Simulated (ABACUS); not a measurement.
**InAs under changes of volume**

One of the cells (27.489 Å³/atom); the others are scaled copies at fixed shape and fractional positions:

```xyz
2
Lattice="-3.0180 0.0000 3.0180 0.0000 3.0180 3.0180 -3.0180 3.0180 0.0000" Properties=species:S:1:pos:R:3 pbc="T T T"
In    0.0000    0.0000    0.0000
As   -1.5090    1.5090    1.5090
```

| Item | Value |
| --- | --- |
| Program | ABACUS 3.10.1 |
| Functional | TPSS |
| Potentials or basis | SG15 ONCV 1.2 PBE |
| Cutoff | 1320 eV |
| Density cutoff | 5279 eV |
| Basis | plane waves |
| k mesh | 5 × 5 × 5 |
| Occupations | fermi-dirac, width 0.05 eV |
| Spin | no spin polarisation |

```tsv
volume (Å³/atom)	energy over the lowest point (meV/atom)	pressure (GPa)
25.840	?	?
26.389	64.05	7.2
26.939	42.09	5.7
27.489	25.07	4.3
28.039	12.66	3.0
28.588	4.44	1.8
29.138	0.00	0.8
```

Task: What does the run at 25.840 Å³/atom give?

Result: Energy over the lowest point 91.40 meV/atom; pressure 8.9 GPa.

Worked out: A Birch-Murnaghan fit of order 3 (a polynomial in V^(-2/3)) to the other rows has its minimum at 29.56 Å³/atom, just outside them, with B0 = V·E''(V) = 51 GPa and B' = 3.7. It gives 91.44 meV/atom at 25.840 Å³/atom, against the run's 91.40, and -dE/dV = 8.8 GPa, against 8.9.

Energies are extrapolated to zero smearing.

Caveats: some runs use coarse meshes; the potentials were made for another functional, which shifts forces and pressure.
